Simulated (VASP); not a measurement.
Si (Fd-3m): energy against volume by PBE and RPA

```yaml
crystal:
  lattice:
    - [0.00000, 2.71550, 2.71550]
    - [2.71550, 0.00000, 2.71550]
    - [2.71550, 2.71550, 0.00000]
  atoms:
    - { symbol: Si, position: [0.00000, 0.00000, 0.00000] }
    - { symbol: Si, position: [0.25000, 0.25000, 0.25000] }
```

RPA total energy on PBE orbitals (quartic-scaling ACFDT), PAW potentials of the _GW family (VASP); 4×4×4 mesh, wave cutoff 318.9 eV (368 eV for the PBE and exact-exchange energies), correlation extrapolated to infinite response cutoff from cutoffs up to 212.6 eV, 531 bands in all, long-wavelength term: neglected, exchange with the bare kernel with the probe-charge correction. The band count is that of the given cell and grows with the volume.

A Birch-Murnaghan fit gives PBE: V0 = 20.59 Å³ an atom (lattice constants +0.9 % against the given cell), B0 = 89 GPa.

Question: What does RPA on these orbitals give?

Answer: RPA: V0 = 20.13 Å³ an atom (lattice constants +0.2 % against the given cell), B0 = 100 GPa. The points for the whole cell, counted from the given cell:

```
V/V_given  V (Å³)  PBE (meV)  Hartree-Fock expression on these orbitals (meV)  RPA (meV)
     0.92   36.84        145                                              184        106
     0.96   38.45         48                                               62         28
     1.00   40.05          0                                                0          0
     1.04   41.65         -8                                              -13         14
     1.08   43.25         18                                               14         60
```

The mesh is coarse, so these are values at the stated settings, not converged ones.
